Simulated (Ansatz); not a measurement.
This Ansatz 0.2.0 run on Ni needs a look.

input.yaml

```yaml
crystal:
  lattice:
    - [0.0, 1.737572933, 1.737572933]
    - [1.737572933, 0.0, 1.737572933]
    - [1.737572933, 1.737572933, 0.0]
  atoms:
    - { symbol: Ni, position: [0.0, 0.0, 0.0], spin: 1.0 }
hamiltonian:
  xc: pbe
  pseudopotentials: { kind: paw }
magnetization:
  spin_polarized: true
kpoints:
  mp_grid: { grid: [13, 13, 13] }
scf:
  occupations: { method: fermi_dirac, width: 0.05 }
  max_iter: 60
output:
  forces: true
  stress: true
  eigenvalues: true
relax:
  f_tol: 0.01
  max_steps: 40
  cell: { stress_tol: 0.05 }
basis:
  ecutwfc: "520 ev"
```

Potentials or basis: Ansatz PAW.

Command:

```console
$ ansatz run input.yaml --threads 2 --pin off --max-ram 5632MiB --backend cpu --events-out ev --progress --plain --runs-dir out
```

Output:

```text
Error: YAML parse error: error: line 27 column 12: unknown unit factor `ev` — a unit is read by its exact case: `eV` is a unit here, `ev` is not
  --> <input>:27:12
   |
25 |   cell: { stress_tol: 0.05 }
26 | basis:
27 |   ecutwfc: "520 ev"
   |            ^ unknown unit factor `ev` — a unit is read by its exact case: `eV` is a unit here, `ev` is not
```

Problem. How did it end, and where is the flaw?

Solution. The program refused the input. The input holds a flaw that was put in on purpose: a cutoff in the wrong unit (basis.ecutwfc = 520 ev).

A sound run on the same cell differs in these lines of the main input:
```diff
@@ -17 +16,0 @@
-  max_iter: 60
@@ -26,2 +24,0 @@
-basis:
-  ecutwfc: "520 ev"
```
